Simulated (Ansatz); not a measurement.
Te2Mo: band structure with LDA

Slab: Te2Mo, a slab with vacuum.

```
Te Mo
1.0
     3.56023    0.00000    0.00000
    -1.78012    3.08325    0.00000
     0.00000    0.00000   17.52406
Te Mo
2 1
Cartesian
  0.0000 2.0555 1.7900
  0.0000 2.0555 15.7341
  0.0000 0.0000 0.0000
```

```json
{
 "Program": "Ansatz 0.2.0",
 "Task": "band structure",
 "Functional": "LDA",
 "Potentials or basis": "all-electron LAPW, scalar-relativistic",
 "Cutoff": "239 eV (chosen from the basis error)",
 "Basis error allowed": "0.002 eV/atom",
 "k mesh": "9 × 9 × 2",
 "Occupations": "fermi-dirac, width 0.05 eV",
 "Spin": "no spin polarisation"
}
```

```json
{
 "Largest force": "0.418 eV/Å",
 "Band gap on the k mesh": "1.04 eV, direct",
 "Band gap along the path": "1.04 eV, direct"
}
```

Forces on the atoms (eV/Å):
```
Te   0.000  0.000 -0.418
Te   0.000  0.000  0.418
Mo   0.000  0.000  0.000
```

Stress tensor (GPa, compression positive):
```
-2.04  0.00  0.00
 0.00 -2.04  0.00
 0.00  0.00 -1.24
```

Levels at the corners of the path, in eV from the valence-band top:
| point | band 35 | band 36 | band 37 | band 38 | band 39 | band 40 | band 41 | band 42 | band 43 | band 44 |
| --- | --- | --- | --- | --- | --- | --- | --- | --- | --- | --- |
| Γ | -1.68 | -1.62 | -0.89 | -0.89 | -0.38 | 3.05 | 3.05 | 3.33 | 3.33 | 4.34 |
| M | -3.27 | -2.28 | -1.54 | -0.69 | -0.33 | 1.39 | 1.73 | 3.30 | 3.70 | 3.95 |
| K | -3.72 | -2.88 | -2.84 | -1.65 | 0.00 | 1.04 | 1.96 | 2.53 | 4.04 | 5.12 |
| Γ | -1.68 | -1.62 | -0.89 | -0.89 | -0.38 | 3.05 | 3.05 | 3.33 | 3.33 | 4.34 |
| A | -1.68 | -1.62 | -0.89 | -0.89 | -0.38 | 3.05 | 3.05 | 3.33 | 3.33 | 4.42 |
| L | -3.27 | -2.28 | -1.54 | -0.69 | -0.33 | 1.39 | 1.73 | 3.30 | 3.70 | 3.95 |
| H | -3.72 | -2.88 | -2.84 | -1.65 | 0.00 | 1.04 | 1.96 | 2.53 | 4.04 | 5.12 |
| A | -1.68 | -1.62 | -0.89 | -0.89 | -0.38 | 3.05 | 3.05 | 3.33 | 3.33 | 4.42 |

Wall time 47 s on 2 threads of Intel(R) Xeon(R) Platinum 8259CL CPU @ 2.50GHz (Skylake/Cascade Lake), with other jobs on the host, peak memory 0.57 GiB.

Caveat: spin-orbit coupling is left out, which moves the levels of the heavy elements.
